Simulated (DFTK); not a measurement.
# InP (F-43m) in DFTK: a series of runs, part 2 of 2

DFTK 0.8.2.

### 4 Single point, r2SCAN, 23.66 Å³/atom (volume scaled by 0.94)

Contents of run.jl:

```julia
using DFTK
using PseudoPotentialData
using Unitful, UnitfulAtomic
using LinearAlgebra, Printf
include("save.jl")
disable_threading()

# lattice vectors are the columns
lattice = austrip(1u"Å") * [           0.0         2.9305         2.9305;
                   2.9305            0.0         2.9305;
                   2.9305         2.9305            0.0]
symbols   = [:In, :P]
positions = [[0.0, 0.0, 0.0],
             [0.75, 0.75, 0.75]]
pseudopotentials = Dict(:In => "In.upf", :P => "P.upf")
elements = Dict(s => ElementPsp(s, pseudopotentials; rcut=10.0) for s in unique(symbols))
atoms    = [elements[s] for s in symbols]

build_model(lattice, positions; symmetries=true) =
    model_DFT(lattice, atoms, positions;
              functionals=r2SCAN(),
              temperature=austrip(0.05u"eV"),
              smearing=Smearing.FermiDirac(),
              symmetries)
Ecut  = 45.0  # hartree
kgrid = [5, 5, 5]
tol   = 1e-6
to_GPa = ustrip(uconvert(u"GPa", 1u"hartree/bohr^3"))

results["points"] = []
for scale in [0.94, 0.96, 0.98, 1.0, 1.02, 1.04, 1.06]
    println("\n=== scale = ", scale)
    model = build_model(cbrt(scale) * lattice, positions)
    basis = PlaneWaveBasis(model; Ecut, kgrid)
    t0 = time()
    scfres = self_consistent_field(basis;
                                   tol,
                                   nbandsalg=AdaptiveBands(model; n_bands_converge=14),
                                   solver=ScfAndersonSolver())
    seconds = time() - t0
    @printf "SCF: %d iterations, %.1f s\n" scfres.n_iter seconds
    forces = compute_forces_cart(scfres)
    stress = compute_stresses_cart(scfres)
    @printf "V = %.5f Å^3  F = %.8f Ha  max force = %.5f eV/Å  p = %.4f GPa\n" ustrip(auconvert(u"Å^3", model.unit_cell_volume)) scfres.energies.total ustrip(auconvert(u"eV/Å", maximum(norm, forces))) (-tr(stress) / 3 * to_GPa)
    push!(results["points"], save_scf!(scfres; forces, stress, d=Dict{String,Any}("seconds" => seconds, "n_matvec" => get(scfres, :n_matvec, 0))))
end

# third-order Birch-Murnaghan fit in x = V^(-2/3)
V = [0.94, 0.96, 0.98, 1.0, 1.02, 1.04, 1.06] * abs(det(lattice))
E = [p["total"] for p in results["points"]]
x = V .^ (-2 / 3)
c = [x .^ 0 x x .^ 2 x .^ 3] \ E
Δ = c[3]^2 - 3c[2] * c[4]
if Δ > 0
    x0 = (-c[3] + sqrt(Δ)) / 3c[4]
    B0 = 4 / 9 * x0^(7 / 2) * (2c[3] + 6c[4] * x0)
    @printf "V0 = %.4f Å^3  B0 = %.2f GPa\n" ustrip(auconvert(u"Å^3", x0^(-3 / 2))) B0 * to_GPa
end
```

Potentials or basis: in-house norm-conserving set (r2SCAN, scalar relativistic).

Launch:

```
$ julia --threads=1 run.jl  # one pass of the loop, scale = 0.94; save.jl only writes the numbers to a file and isn't shown; printed stress counts tension as positive; times include loading and compiling
```

Log:

```text
=== scale = 0.94
n     Energy            log10(ΔE)   log10(Δρ)   log10(Δτ)   Diag   Δtime
---   ---------------   ---------   ---------   ---------   ----   ------
  1   -77.03175364516                   -0.94        1.12    8.9    38.5s
  2   -77.05178630995       -1.70       -1.48        0.64    2.2    15.7s
  3   -77.05296045404       -2.93       -1.83       -1.32    3.9    20.0s
  4   -77.05303873563       -4.11       -2.45       -1.33    2.0    14.9s
  5   -77.05304683801       -5.09       -2.95       -2.38    3.7    19.1s
  6   -77.05304770430       -6.06       -3.53       -2.45    2.6    15.5s
  7   -77.05304775973       -7.26       -4.37       -4.04    2.4    18.2s
  8   -77.05304776084       -8.95       -5.14       -4.19    5.6    17.7s
  9   -77.05304776092      -10.10       -6.01       -5.32    3.6    16.4s
SCF: 9 iterations, 178.7 s
V = 47.31328 Å^3  F = -77.05304776 Ha  max force = 0.00000 eV/Å  p = 7.0346 GPa
```

Run time: 3 min. Hardware: 1 thread of AMD EPYC (Zen 3), shared host.

Results:

```yaml
Free_energy: -2096.7202 eV
Pressure: 7.0 GPa
Band_gap_on_the_k_mesh: 1.51 eV, direct
```

Caveat: spin-orbit coupling is left out, which moves the levels of the heavy elements; an odd mesh through Γ misses points on the zone boundary, where band edges often lie.

### 5 Single point, r2SCAN, 24.16 Å³/atom (volume scaled by 0.96)

run.jl is that of step 4.

Launch:

```
$ julia --threads=1 run.jl  # one pass of the loop, scale = 0.96; save.jl only writes the numbers to a file and isn't shown; printed stress counts tension as positive; times include loading and compiling
```

It took 2.8 min on 1 thread of AMD EPYC (Zen 3), shared host.

Results (log left out):

```yaml
Free_energy: -2096.7584 eV
Pressure: 5.0 GPa
Band_gap_on_the_k_mesh: 1.39 eV, direct
```

Caveat: spin-orbit coupling is left out, which moves the levels of the heavy elements.

### 6 Single point, r2SCAN, 24.66 Å³/atom (volume scaled by 0.98)

run.jl is that of step 5.

Potentials or basis: in-house norm-conserving set (r2SCAN, scalar relativistic).

Launch:

```
$ julia --threads=1 run.jl  # one pass of the loop, scale = 0.98; save.jl only writes the numbers to a file and isn't shown; printed stress counts tension as positive; times include loading and compiling
```

Run time: 3.2 min. Hardware: 1 thread of AMD EPYC (Zen 3), shared host.

The run converged. Its results:

```yaml
Free_energy: -2096.7846 eV
Pressure: 3.2 GPa
Band_gap_on_the_k_mesh: 1.28 eV, direct
```

Caveat: spin-orbit coupling is left out, which moves the levels of the heavy elements.

### 7 Single point, r2SCAN, 25.17 Å³/atom

run.jl is that of step 6.

Launch:

```
$ julia --threads=1 run.jl  # one pass of the loop, scale = 1.0; save.jl only writes the numbers to a file and isn't shown; printed stress counts tension as positive; times include loading and compiling
```

It took 5.6 min on 1 thread of AMD EPYC (Zen 3), shared host.

Results (log left out):

- Free energy: -2096.8001 eV
- Pressure: 1.6 GPa
- Band gap on the k mesh: 1.16 eV, direct

Caveat: spin-orbit coupling is left out, which moves the levels of the heavy elements.

### 8 Single point, r2SCAN, 25.67 Å³/atom (volume scaled by 1.02)

run.jl is that of step 7.

Launch:

```
$ julia --threads=1 run.jl  # one pass of the loop, scale = 1.02; save.jl only writes the numbers to a file and isn't shown; printed stress counts tension as positive; times include loading and compiling
```

Run time: 4.4 min. Hardware: 1 thread of AMD EPYC (Zen 3), shared host.

Results (log left out):

- Free energy: -2096.8061 eV
- Pressure: 0.2 GPa
- Band gap on the k mesh: 1.04 eV, direct

Caveat: spin-orbit coupling is left out, which moves the levels of the heavy elements.

### 9 Single point, r2SCAN, 26.17 Å³/atom (volume scaled by 1.04)

run.jl is that of step 8.

Potentials or basis: in-house norm-conserving set (r2SCAN, scalar relativistic).

Launch:

```
$ julia --threads=1 run.jl  # one pass of the loop, scale = 1.04; save.jl only writes the numbers to a file and isn't shown; printed stress counts tension as positive; times include loading and compiling
```

It took 4.4 min on 1 thread of AMD EPYC (Zen 3), shared host.

It converged, with:

```
Free energy            : -2096.8034 eV
Pressure               : -1.1 GPa
Band gap on the k mesh : 0.93 eV, direct
```

Caveat: spin-orbit coupling is left out, which moves the levels of the heavy elements.

### 10 Band structure, LDA

Contents of run.jl:

```julia
using DFTK
using PseudoPotentialData
using Unitful, UnitfulAtomic
using LinearAlgebra, Printf
include("save.jl")
disable_threading()

# lattice vectors are the columns
lattice = austrip(1u"Å") * [           0.0         2.9305         2.9305;
                   2.9305            0.0         2.9305;
                   2.9305         2.9305            0.0]
symbols   = [:In, :P]
positions = [[0.0, 0.0, 0.0],
             [0.75, 0.75, 0.75]]
pseudopotentials = Dict(:In => "In.upf", :P => "P.upf")
elements = Dict(s => ElementPsp(s, pseudopotentials; rcut=10.0) for s in unique(symbols))
atoms    = [elements[s] for s in symbols]

build_model(lattice, positions; symmetries=true) =
    model_DFT(lattice, atoms, positions;
              functionals=LDA(),
              temperature=austrip(0.05u"eV"),
              smearing=Smearing.FermiDirac(),
              symmetries)
Ecut  = 45.0  # hartree
kgrid = [7, 7, 7]
tol   = 1e-6
to_GPa = ustrip(uconvert(u"GPa", 1u"hartree/bohr^3"))

model = build_model(lattice, positions)
basis = PlaneWaveBasis(model; Ecut, kgrid)
display(basis)
scfres = self_consistent_field(basis;
                               tol,
                               nbandsalg=AdaptiveBands(model; n_bands_converge=14))
display(scfres.energies)
@printf "Fermi level: %.6f eV\n" ustrip(auconvert(u"eV", something(scfres.εF, NaN)))
forces = compute_forces_cart(scfres)
println("Forces (eV/Å)")
for (s, f) in zip(symbols, forces)
    @printf "%-3s %12.6f %12.6f %12.6f\n" s ustrip.(auconvert.(u"eV/Å", f))...
end
stress = compute_stresses_cart(scfres)
println("Stress (GPa)")
display(round.(stress * to_GPa; digits=4))
println("Levels at the first k-point (eV): ", round.(ustrip.(auconvert.(u"eV", scfres.eigenvalues[1][1:scfres.n_bands_converge])); digits=4))
save_scf!(scfres; forces, stress)

points = Dict("G" => [0.0, 0.0, 0.0], "K" => [0.375, 0.375, 0.75], "L" => [0.5, 0.5, 0.5], "U" => [0.625, 0.25, 0.625], "W" => [0.5, 0.25, 0.75], "X" => [0.5, 0.0, 0.5])
segments = [("G", "X", 7), ("X", "W", 4), ("W", "K", 3), ("K", "G", 7), ("G", "L", 6), ("L", "U", 4), ("U", "W", 3), ("W", "L", 5), ("L", "K", 4), ("U", "X", 3)]
kcoords = vcat([[points[a] + t * (points[b] - points[a]) for t in range(0, 1, n)] for (a, b, n) in segments]...)
bands = compute_bands(scfres, ExplicitKpoints(kcoords); n_bands=16, tol=1e-5)
for (k, ε) in zip(bands.basis.kpoints, bands.eigenvalues)
    @printf "%d %8.4f %8.4f %8.4f " k.spin k.coordinate...
    println(join([@sprintf("%9.4f", e) for e in ustrip.(auconvert.(u"eV", ε .- scfres.εF))]))
end
results["band_energies"] = rows(bands.eigenvalues); results["band_kpoints"] = rows(kcoords)
```

Potentials or basis: SG15 1.2 (PBE).

Launch:

```
$ julia --threads=1 run.jl  # save.jl only writes the numbers to a file and isn't shown; printed stress counts tension as positive; times include loading and compiling
```

It took 8.5 min on 1 thread of AMD EPYC (Zen 3), shared host; peak memory 1.9 GiB.

The run converged. Its results:

```
Free energy             : -1598.9372 eV
Pressure                : -0.6 GPa
Band gap on the k mesh  : 0.53 eV, direct
Band gap along the path : 0.53 eV, direct
```

Levels at the corners of the path, in eV from the valence-band top:
| point | band 7 | band 8 | band 9 | band 10 | band 11 | band 12 |
| --- | --- | --- | --- | --- | --- | --- |
| Γ | 0.00 | 0.00 | 0.00 | 0.53 | 3.89 | 3.89 |
| X | -5.92 | -2.40 | -2.40 | 1.55 | 2.09 | 9.06 |
| W | -5.77 | -3.05 | -3.03 | 4.17 | 4.30 | 5.37 |
| K | -5.77 | -3.42 | -2.01 | 2.17 | 4.28 | 7.37 |
| Γ | 0.00 | 0.00 | 0.00 | 0.53 | 3.89 | 3.89 |
| L | -5.89 | -1.01 | -1.01 | 1.31 | 4.64 | 4.64 |
| U | -5.77 | -3.42 | -2.01 | 2.17 | 4.28 | 7.37 |
| W | -5.77 | -3.05 | -3.03 | 4.17 | 4.30 | 5.37 |
| L | -5.89 | -1.01 | -1.01 | 1.31 | 4.64 | 4.64 |
| K | -5.77 | -3.42 | -2.01 | 2.17 | 4.28 | 7.37 |
| U | -5.77 | -3.42 | -2.01 | 2.17 | 4.28 | 7.37 |
| X | -5.92 | -2.40 | -2.40 | 1.55 | 2.09 | 9.06 |

Caveat: the potentials were made for another functional, which shifts forces and pressure; spin-orbit coupling is left out, which moves the levels of the heavy elements.

### 11 Summary

```tsv
level	potentials or basis	k mesh	cutoff (eV)	gap on the mesh (eV)	pressure (GPa)
BJ06	cp2k.nc.sr.pbe.v0_1.semicore.gth (PBE, GTH)	5 × 5 × 5	2068	0.78	-
r2SCAN	cp2k.nc.sr.pbe.v0_1.semicore.gth (PBE, GTH)	5 × 5 × 5	2068	0.78	0.9
LDA	SG15 1.2 (PBE)	7 × 7 × 7	1225	0.53	-0.6
```

Alike in all rows: task band structure; no spin polarisation; cell as given; smearing fermi-dirac 0.05 eV.

Caveats: the potentials were made for another functional, which shifts forces and pressure; spin-orbit coupling is left out, which moves the levels of the heavy elements; GTH potentials come without recommended cutoffs, and this one wasn't checked for convergence (some runs); the program warned that the kinetic-energy density falls under its von Weizsäcker bound, which can give unphysical results (some runs); the program leaves the constant c of mgga_x_tb09 at 1, so the potential is Becke-Johnson's (BJ06) and not Tran and Blaha's, with levels but no total energy (some runs).

Absolute energies hang on the potentials; compare differences alone.

### 12 How close it comes

Step 2. Measured gap of InP: 1.4236 eV (direct; 1.6 K; a printed reference work, data compilation). This calculation gives 0.78 eV (-0.64 eV). Spin-orbit coupling on In is left out. The value is that of BJ06, without temperature or zero-point motion.

Step 3. A measured gap of InP is 1.4236 eV (direct; 1.6 K; a printed reference work, data compilation); the calculated 0.78 eV misses it by -0.64 eV. Spin-orbit coupling on In is left out. The value is that of r2SCAN, without temperature or zero-point motion.

Step 10. Measured gap of InP: 1.4236 eV (direct; 1.6 K; a printed reference work, data compilation). This calculation gives 0.53 eV (-0.89 eV). Spin-orbit coupling on In is left out. The value is that of LDA, without temperature or zero-point motion. Semilocal functionals fall short of measured gaps as a rule.
